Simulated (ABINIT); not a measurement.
**BaO (Fm-3m): G0W0 in ABINIT against the exchange cutoff**

Aim: move the exchange cutoff of a G0W0 run on BaO (Fm-3m) over a wide range.

Program: ABINIT 10.8.3. Level of theory: PBE and many-body steps on it, plane waves. Results are calculated unless marked as measured.

The database entry behind the starting cell differs from later determinations by our own check (about 0.7 % short), so it need not match the best structure at ambient conditions.

## (1) Set-up

Symmetry: Fm-3m, No. 225, cubic system. The conventional cell has a = 5.500 Å, b = 5.500 Å, c = 5.500 Å, α = 90.00°, β = 90.00°, γ = 90.00°. Nearest to Ba lie 6 O at 2.75 Å. O has 6 Ba at 2.75 Å nearest. Farther neighbours and most contacts between anions are not listed.

The cell and positions come from the Crystallography Open Database and are kept as given unless a step says otherwise. Spin-orbit coupling is left out unless a step names it.

## (2) Screening, 6×6×6 mesh, 75 bands, screening to 163.3 eV

This step: ABINIT 10.8.3; RPA screening on PBE, plane waves, norm-conserving pseudopotentials.

The RPA dielectric matrix is built and inverted for each q.

Input file run.abi:

```
acell 3*1.0 Angstrom
rprim 
  -0.000000000000 2.750000000000 2.750000000000
  2.750000000000 -0.000000000000 2.750000000000
  2.750000000000 2.750000000000 -0.000000000000
ntypat 2
znucl 56 8
natom 2
typat 1 2
xred 
  0.000000000000 0.000000000000 0.000000000000
  0.500000000000 0.500000000000 0.500000000000
pp_dirpath "pseudos"
pseudos "Ba.upf, O.upf"
ecut 36
ngkpt 6 6 6
nshiftk 1
shiftk 0 0 0
kptopt 1
chksymbreak 0
istwfk *1
occopt 1
irdwfk 1
optdriver 3
nband 75
ecuteps 6
inclvkb 2
awtr 1
symchi 1
indata_prefix "in"
outdata_prefix "out"
tmpdata_prefix "tmp"
```

Command:

```console
OMP_NUM_THREADS=1 mpirun -n 8 abinit run.abi > log
```

What it wrote:

```text
.Version 10.8.3 of ABINIT. v10.8.2 released Aug 2026.

 Symmetries : space group Fm -3 m (#225); Bravais cF (face-center cubic)
[... echo of the input left out ...]
== DATASET  1 ==================================================================
-   mpi_nproc: 8, omp_nthreads: 1 (-1 if OMP is not activated)

--- !DatasetInfo
iteration_state: {dtset: 1, }
dimensions: {natom: 2, nkpt: 16, mband: 75, nsppol: 1, nspinor: 1, nspden: 1, mpw: 2914, }
cutoff_energies: {ecut:  36.0, pawecutdg:  -1.0, }
electrons: {nelect:   1.60000000E+01, charge:   0.00000000E+00, occopt:   1.00000000E+00, tsmear:   1.00000000E-02, }

 SCREENING: Calculation of the susceptibility and dielectric matrices

 Based on a program developped by R.W. Godby, V. Olevano, G. Onida, and L. Reining.
 Incorporated in ABINIT by V. Olevano, G.-M. Rignanese, and M. Torrent.
.Using double precision arithmetic ; gwpc =  8

[... cell and pseudopotentials left out ...]
--------------------------------------------------------------------------------

 ==== K-mesh for the wavefunctions ====
 Number of points in the irreducible wedge :    16
[... list of points left out ...]
 Together with 48 symmetry operations and time-reversal symmetry
 yields   216 points in the full Brillouin Zone.

 ==== Q-mesh for the screening function ====
 Number of points in the irreducible wedge :    16
[... list of points left out ...]
 Together with 48 symmetry operations and time-reversal symmetry
 yields   216 points in the full Brillouin Zone.

 setmesh: FFT mesh size selected  =    27x   27x   27
          total number of points  =        19683

 vcoul_init : cutoff-mode = AUXILIARY_FUNCTION
 q-points for optical limit:   1
     1)      0.000010    0.000020    0.000030

- screening: taking advantage of time-reversal symmetry
- Maximum band index for partially occupied states nbvw = 8
- Remaining bands to be divided among processors   nbcw = 67
- Number of bands treated by each node ~8

 Number of electrons calculated from density =   16.0000; Expected =   16.0000
 average of density, n =  0.057003
 r_s =    1.6119
 omega_plasma =   23.0305 [eV]

 calculating chi0 at frequencies [eV] :
  1    0.000000E+00    0.000000E+00
  2    0.000000E+00    2.303049E+01

--------------------------------------------------------------------------------
  q-point number  1        q = ( 0.000000, 0.000000, 0.000000) [r.l.u.]
--------------------------------------------------------------------------------
[... chi0 elements left out ...]
 For q-point:  0.000010 0.000020 0.000030
  dielectric constant =   4.0161
  dielectric constant without local fields =   4.4900

  Average fulfillment of the sum rule on Im[epsilon] for q-point    1 :     74.44  [%]
[... wings left out ...]
  q-point number  2        q = ( 0.166667, 0.000000, 0.000000) [r.l.u.]
--------------------------------------------------------------------------------
[... chi0 elements left out ...]
  Average fulfillment of the sum rule on Im[epsilon] for q-point    2 :     92.39  [%]

 [... 14 further q-points ...]
```

Wall time 42 s (8 MPI ranks of Intel Xeon Platinum 8488C (Sapphire Rapids), shared host); peak memory 1.6 GiB; 5.6 min of CPU time.

Numbers from this step:

* ε∞ with local fields, on this mesh, along the program's q direction: 4.016
* the same without local fields: 4.49
* plasma frequency: 23.03 eV
* plane waves in the screening matrix: 181

Local fields lower ε∞ by 11 %.

## (3) 3.6 Ha

This step: G0W0 on PBE, plane waves, norm-conserving pseudopotentials.

run.abi: that of step 2 with these lines changed.

```diff
@@ -23,8 +23,17 @@
 irdwfk 1
-optdriver 3
+optdriver 4
 nband 75
+gwcalctyp 0
+ecutsigx 3.6
+symsigma 1
+nkptgw 2
+kptgw 
+  0.5000000000 0.5000000000 0.0000000000
+  0.0000000000 0.0000000000 0.0000000000
+bdgw 
+  6 10
+  6 12
 ecuteps 6
-inclvkb 2
-awtr 1
-symchi 1
+irdscr 1
+ppmodel 1
 indata_prefix "in"
```

What it wrote:

```text
.Version 10.8.3 of ABINIT. v10.8.2 released Aug 2026.

 Symmetries : space group Fm -3 m (#225); Bravais cF (face-center cubic)
[... echo of the input left out ...]
== DATASET  1 ==================================================================
-   mpi_nproc: 8, omp_nthreads: 1 (-1 if OMP is not activated)

--- !DatasetInfo
iteration_state: {dtset: 1, }
dimensions: {natom: 2, nkpt: 16, mband: 75, nsppol: 1, nspinor: 1, nspden: 1, mpw: 2914, }
cutoff_energies: {ecut:  36.0, pawecutdg:  -1.0, }
electrons: {nelect:   1.60000000E+01, charge:   0.00000000E+00, occopt:   1.00000000E+00, tsmear:   1.00000000E-02, }

 SIGMA: Calculation of the GW corrections

 Based on a program developped by R.W. Godby, V. Olevano, G. Onida, and L. Reining.
 Incorporated in ABINIT by V. Olevano, G.-M. Rignanese, and M. Torrent.
.Using double precision arithmetic ; gwpc =  8

[... cell and pseudopotentials left out ...]
--------------------------------------------------------------------------------

 ==== K-mesh for the wavefunctions ====
 Number of points in the irreducible wedge :    16
[... list of points left out ...]
 Together with 48 symmetry operations and time-reversal symmetry
 yields   216 points in the full Brillouin Zone.

 ==== Q-mesh for screening function ====
 Number of points in the irreducible wedge :    16
[... list of points left out ...]
 Together with 48 symmetry operations and time-reversal symmetry
 yields   216 points in the full Brillouin Zone.

 vcoul_init : cutoff-mode = AUXILIARY_FUNCTION
 q-points for optical limit:   1
     1)      0.000010    0.000020    0.000030
 setmesh: FFT mesh size selected  =    25x   25x   25
          total number of points  =        15625

 Number of electrons calculated from density =   16.0000; Expected =   16.0000
 average of density, n =  0.057003
 r_s =    1.6119
 omega_plasma =   23.0305 [eV]

 === KS Band Gaps ===
  >>>> For spin  1
   Minimum direct gap =   1.9384 [eV], located at k-point      :   0.5000  0.5000  0.0000
   Fundamental gap    =   1.9384 [eV], Top of valence bands at :   0.5000  0.5000  0.0000
                                       Bottom of conduction at :   0.5000  0.5000  0.0000
 SIGMA fundamental parameters:
 PLASMON POLE MODEL  1
 number of plane-waves for SigmaX                   89
 number of plane-waves for SigmaC and W             89
 number of plane-waves for wavefunctions          2891
 number of bands                                    75
 number of independent spin polarizations            1
 number of spinorial components                      1
 number of k-points in IBZ                          16
 number of q-points in IBZ                          16
 number of symmetry operations                      48
 number of k-points in BZ                          216
 number of q-points in BZ                          216
 number of frequencies for dSigma/dE                 9
 frequency step for dSigma/dE [eV]                0.25
 number of omega for Sigma on real axis              0
 max omega for Sigma on real axis  [eV]           0.00
 zcut for avoiding poles [eV]                     0.10

 EPSILON^-1 parameters (SCR file):
 dimension of the eps^-1 matrix on file            181
 dimension of the eps^-1 matrix used                89
 number of plane-waves for wavefunctions          2891
 number of bands                                    75
 number of q-points in IBZ                          16
 number of frequencies                               2
 number of real frequencies                          1
 number of imag frequencies                          1

 matrix elements of self-energy operator (all in [eV])

 Perturbative Calculation

--- !SelfEnergy_ee
iteration_state: {dtset: 1, }
kpoint     : [   0.500,    0.500,    0.000, ]
spin       : 1
KS_gap     :    1.938
QP_gap     :    1.188
Delta_QP_KS:   -0.750
data: !SigmaeeData |
     Band     E0 <VxcDFT>   SigX SigC(E0)      Z dSigC/dE  Sig(E)    E-E0       E
        6   5.561 -18.624 -21.263   4.327   0.774  -0.292 -17.317   1.307   6.868
        7   5.561 -18.624 -21.263   4.327   0.774  -0.292 -17.317   1.307   6.868
        8   5.775 -18.633 -21.160   4.180   0.779  -0.284 -17.346   1.287   7.062
        9   7.713  -8.673  -4.434  -3.606   0.848  -0.180  -8.137   0.537   8.250
       10  11.860 -11.623  -6.029  -3.860   0.838  -0.193 -10.170   1.453  13.313

--- !SelfEnergy_ee
iteration_state: {dtset: 1, }
kpoint     : [   0.000,    0.000,    0.000, ]
spin       : 1
KS_gap     :    4.097
QP_gap     :    3.669
Delta_QP_KS:   -0.427
data: !SigmaeeData |
     Band     E0 <VxcDFT>   SigX SigC(E0)      Z dSigC/dE  Sig(E)    E-E0       E
        6   5.336 -18.452 -21.256   4.439   0.771  -0.297 -17.191   1.260   6.596
[...]
10  10.476  -9.827  -4.823  -3.927   0.842  -0.187  -8.921   0.906  11.382
       11  10.476  -9.827  -4.823  -3.927   0.842  -0.187  -8.921   0.906  11.382
       12  10.476  -9.827  -4.823  -3.927   0.842  -0.187  -8.921   0.906  11.382

== END DATASET(S) ==============================================================
================================================================================

 -outvars: echo values of variables after computation  --------
           etotal      0.0000000000E+00
            nband          75
             nkpt          16
          spgroup         225
 [... the other variables as echoed above ...]

 Calculation completed.
```

Run time: 4.2 s. Hardware: 8 MPI ranks; peak memory 1.1 GiB; 32 s of CPU time.

This step gave:

| Quantity | Value |
| --- | --- |
| G0W0 gap on the points computed | 1.188 eV |
| starting gap on the mesh | 1.938 eV |
| k of the valence top | 0.5, 0.5, 0 |
| k of the conduction bottom | 0.5, 0.5, 0 |
| Z at the valence top | 0.779 |
| Z at the conduction bottom | 0.848 |
| least direct G0W0 gap on the computed points | 1.188 eV |

## (4) 7.2 Ha

run.abi: that of step 3 with these lines changed.

```diff
@@ -26,3 +26,3 @@
 gwcalctyp 0
-ecutsigx 3.6
+ecutsigx 7.2
 symsigma 1
```

What it wrote:

```text
.Version 10.8.3 of ABINIT. v10.8.2 released Aug 2026.

 Symmetries : space group Fm -3 m (#225); Bravais cF (face-center cubic)
[... echo of the input left out ...]
== DATASET  1 ==================================================================
-   mpi_nproc: 8, omp_nthreads: 1 (-1 if OMP is not activated)

--- !DatasetInfo
iteration_state: {dtset: 1, }
dimensions: {natom: 2, nkpt: 16, mband: 75, nsppol: 1, nspinor: 1, nspden: 1, mpw: 2914, }
cutoff_energies: {ecut:  36.0, pawecutdg:  -1.0, }
electrons: {nelect:   1.60000000E+01, charge:   0.00000000E+00, occopt:   1.00000000E+00, tsmear:   1.00000000E-02, }

 SIGMA: Calculation of the GW corrections

 Based on a program developped by R.W. Godby, V. Olevano, G. Onida, and L. Reining.
 Incorporated in ABINIT by V. Olevano, G.-M. Rignanese, and M. Torrent.
.Using double precision arithmetic ; gwpc =  8

[... cell and pseudopotentials left out ...]
--------------------------------------------------------------------------------

 ==== K-mesh for the wavefunctions ====
 Number of points in the irreducible wedge :    16
[... list of points left out ...]
 Together with 48 symmetry operations and time-reversal symmetry
 yields   216 points in the full Brillouin Zone.

 ==== Q-mesh for screening function ====
 Number of points in the irreducible wedge :    16
[... list of points left out ...]
 Together with 48 symmetry operations and time-reversal symmetry
 yields   216 points in the full Brillouin Zone.

 vcoul_init : cutoff-mode = AUXILIARY_FUNCTION
 q-points for optical limit:   1
     1)      0.000010    0.000020    0.000030
 setmesh: FFT mesh size selected  =    30x   30x   30
          total number of points  =        27000

 Number of electrons calculated from density =   16.0000; Expected =   16.0000
[...]
number of omega for Sigma on real axis              0
 max omega for Sigma on real axis  [eV]           0.00
 zcut for avoiding poles [eV]                     0.10

 EPSILON^-1 parameters (SCR file):
 dimension of the eps^-1 matrix on file            181
 dimension of the eps^-1 matrix used               181
 number of plane-waves for wavefunctions          2891
 number of bands                                    75
 number of q-points in IBZ                          16
 number of frequencies                               2
 number of real frequencies                          1
 number of imag frequencies                          1

 matrix elements of self-energy operator (all in [eV])

 Perturbative Calculation

--- !SelfEnergy_ee
iteration_state: {dtset: 1, }
kpoint     : [   0.500,    0.500,    0.000, ]
spin       : 1
KS_gap     :    1.938
QP_gap     :    2.281
Delta_QP_KS:    0.343
data: !SigmaeeData |
     Band     E0 <VxcDFT>   SigX SigC(E0)      Z dSigC/dE  Sig(E)    E-E0       E
        6   5.561 -18.624 -22.848   4.398   0.767  -0.304 -18.490   0.133   5.695
        7   5.561 -18.624 -22.848   4.398   0.767  -0.304 -18.490   0.133   5.695
        8   5.775 -18.633 -22.717   4.233   0.772  -0.296 -18.519   0.115   5.889
[...]
--- !SelfEnergy_ee
iteration_state: {dtset: 1, }
kpoint     : [   0.000,    0.000,    0.000, ]
spin       : 1
KS_gap     :    4.097
QP_gap     :    4.511
Delta_QP_KS:    0.414
data: !SigmaeeData |
     Band     E0 <VxcDFT>   SigX SigC(E0)      Z dSigC/dE  Sig(E)    E-E0       E
[...]
11  10.476  -9.827  -4.982  -3.927   0.841  -0.188  -9.055   0.772  11.248
       12  10.476  -9.827  -4.982  -3.927   0.841  -0.188  -9.055   0.772  11.248

== END DATASET(S) ==============================================================
================================================================================

 -outvars: echo values of variables after computation  --------
           etotal      0.0000000000E+00
            nband          75
             nkpt          16
          spgroup         225
 [... the other variables as echoed above ...]

 Calculation completed.
```

It took 7 s on 8 MPI ranks; peak memory 1.6 GiB; 54 s of CPU time.

Numbers from this step:

```
G0W0 gap on the points computed              : 2.282 eV
starting gap on the mesh                     : 1.938 eV
k of the valence top                         : 0.5, 0.5, 0
k of the conduction bottom                   : 0.5, 0.5, 0
Z at the valence top                         : 0.772
Z at the conduction bottom                   : 0.847
least direct G0W0 gap on the computed points : 2.282 eV
```

(Part 1 of 2 ends here.)

[Paths, hosts, dates, memory and timing lines, banners, echoed tables and standing remarks are left out of the program output.]

[Logs are printed without paths, hosts, clocks, repeated set-up lines and the standing remarks that a program may print on its own settings, such as how far it seeks lower states.]

[Runs of the session that timed out or met a known fault of the program may be left out.]

[Hosts, paths, dates, database ids (printed as entryN), source tags and the programs' standing remarks are cut or masked in the printed files.]

[G0W0 gaps are taken among the corrected bands and points alone; a level outside them can change the order at an edge.]

[Where Ansatz stands beside ABINIT at settings called matched, ABINIT's density can come from a denser mesh and the files from another edition; pairs whose starting gaps differed by over 0.03 eV were left out, so agreement reads better than it is.]
